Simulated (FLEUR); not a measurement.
Crystal: KTaO3.

```
Ta K O
1.0
     3.98830    0.00000    0.00000
     0.00000    3.98830    0.00000
     0.00000    0.00000    3.98830
Ta K O
1 1 3
Cartesian
  0.0000 0.0000 0.0000
  1.9942 1.9942 1.9942
  0.0000 0.0000 1.9942
  0.0000 1.9942 0.0000
  1.9942 0.0000 0.0000
```

Base run:

```yaml
Program: FLEUR MaX-R8.1 (later development tree)
Functional: SCAN
Potentials_or_basis: all-electron
Basis: FLAPW
Kmax: 5.41 1/bohr
k_mesh: 7 × 7 × 7
Occupations: fermi-dirac, width 0.05 eV
Spin: no spin polarisation
```

Its results: band gap on the k mesh 2.63 eV, indirect (least direct gap 3.24 eV).

Q: The run is repeated on the same cell with these changes: functional from SCAN to WC. What comes out?

A: Band gap on the k mesh 2.21 eV, indirect (least direct gap 2.76 eV).

SCAN gives the wider gap, since meta-GGAs in the generalised Kohn-Sham scheme recover part of the derivative discontinuity.

Caveats: spin-orbit coupling is left out, which moves the levels of the heavy elements; the meta-GGA is that of a development version, with a GGA for the radial functions and cores and without core tails (some runs).

A k mesh can miss the band edges.

Not every run made on this cell is shown here.
